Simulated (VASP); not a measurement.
InSe:

```xyz
8
Lattice="4.0473 0.0000 0.0000 -2.0237 3.5051 0.0000 0.0000 0.0000 18.0521" Properties=species:S:1:pos:R:3 pbc="T T T"
In    0.0000    0.0000   10.4231
In    0.0000    0.0000    7.6289
In    0.0000    2.3367   16.6550
In    0.0000    2.3367    1.3971
Se    2.0237    1.1684   15.3984
Se    2.0237    1.1684    2.6537
Se    0.0000    2.3367   11.6800
Se    0.0000    2.3367    6.3721
```

Measurements of this composition are mostly on another form, of space group No. 160.

* Program: VASP 6.6.1
* Task: relaxation of cell and atoms
* Functional: rev-vdW-DF2
* Potentials or basis: VASP PAW PBE potentials, release 64 (In_d, Se)
* Cutoff: 600 eV
* k mesh: 9 × 9 × 2
* Occupations: gaussian, width 0.03 eV
* Spin: no spin polarisation

At the start: pressure 0.5 GPa; volume 32.01 Å³/atom.

**Question.** How do energy, volume and symmetry change on relaxing?

**Answer.** Over 21 steps the energy falls by 14.9 meV/atom and the volume is 29.84 Å³/atom (-6.8 %); space group P-6m2 (No. 187, to 0.05 Å).

Step by step:
| step | energy change (eV) | largest force (eV/Å) | pressure (GPa) | volume (Å³) |
| --- | --- | --- | --- | --- |
| 1 | 0.0000 | 0.3180 | 0.50 | 256.09 |
| 2 | -0.0125 | 0.1167 | -0.47 | 259.82 |
| 3 | -0.0138 | 0.1257 | -0.25 | 258.94 |
| 4 | -0.0197 | 0.1103 | -0.20 | 257.78 |
| 5 | -0.0321 | 0.1142 | -0.06 | 254.34 |
| 6 | -0.0318 | 0.2142 | 0.23 | 247.54 |
| 7 | -0.0363 | 0.1616 | 0.08 | 251.00 |
| 8 | -0.0420 | 0.1491 | 0.07 | 250.30 |
| 9 | -0.0587 | 0.1160 | 0.11 | 248.21 |
| 10 | -0.0870 | 0.0568 | 0.21 | 244.01 |
| 11 | -0.1109 | 0.0973 | 0.61 | 235.58 |
| 12 | -0.1135 | 0.1278 | -0.28 | 237.93 |
| 13 | -0.1165 | 0.0580 | 0.08 | 236.93 |
| 14 | -0.1177 | 0.0356 | 0.09 | 237.31 |
| 15 | -0.1187 | 0.0321 | 0.07 | 238.19 |
| 16 | -0.1187 | 0.0149 | -0.07 | 239.04 |
| 17 | -0.1188 | 0.0132 | -0.03 | 238.67 |
| 18 | -0.1189 | 0.0185 | 0.00 | 238.65 |
| 19 | -0.1189 | 0.0260 | 0.01 | 238.64 |
| 20 | -0.1190 | 0.0128 | 0.00 | 238.68 |
| 21 | -0.1190 | 0.0098 | 0.00 | 238.71 |

Final structure:
```
In Se
1.0
     4.05620    0.00000    0.00000
    -2.02810    3.51277    0.00000
     0.00000    0.00000   16.75327
In Se
4 4
Direct
  0.00000 0.00000 0.58375
  0.00000 0.00000 0.41625
  0.33333 0.66667 0.91623
  0.33333 0.66667 0.08377
  0.66667 0.33333 0.83918
  0.66667 0.33333 0.16082
  0.33333 0.66667 0.66070
  0.33333 0.66667 0.33930
```

Caveat: the PAW data sets were made with another functional, which shifts forces and pressure a little.
